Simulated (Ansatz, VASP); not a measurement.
# Two plane-wave programs on RbBr

```xyz
2
Lattice="4.1243 0.0000 0.0000 0.0000 4.1243 0.0000 0.0000 0.0000 4.0702" Properties=species:S:1:pos:R:3 pbc="T T T"
Rb   -0.0818    0.0000    0.0000
Br    2.1497    2.0622    2.0351
```

Change from the starting cell: mode 4 frozen in at -0.086 Å, equal normal strain along x and y +0.0133.

Alike in both runs: task single point; functional PBEsol; k mesh 6 × 6 × 6; occupations gaussian, width 0.05 eV; no spin polarisation.

|  | VASP | Ansatz |
| --- | --- | --- |
| version | VASP 6.6.1 | Ansatz 0.2.0 |
| potentials or method | VASP PAW PBE potentials, release 64 (Rb_sv, Br) | scalar-relativistic, plane waves, PAW |
| plane-wave cutoff (eV) | 520 | 420 |
| valence electrons in the cell | 16 | 16 |

Ansatz gave:

| Quantity | Value |
| --- | --- |
| gap on the k mesh at the Fermi level (eV) | 3.93 |
| least direct gap on the mesh (eV) | 4.07 |
| pressure (GPa) | -0.2 |
| largest component of the traceless stress (GPa) | 0.27 |
| rms of the force components (eV/Å) | 0.071 |

Question: What did VASP give for the same quantities?

Answer: gap on the k mesh at the Fermi level (eV): 3.93; least direct gap on the mesh (eV): 4.07; pressure (GPa): -0.2; largest component of the traceless stress (GPa): 0.28; rms of the force components (eV/Å): 0.073.

Atom by atom the forces differ by 0.001 eV/Å (rms over components). With one functional, cell and mesh, what is left measures potentials, basis and numerics.

Caveats: the PAW data sets were made with another functional, which shifts forces and pressure a little (VASP). A k mesh can miss the band edges.
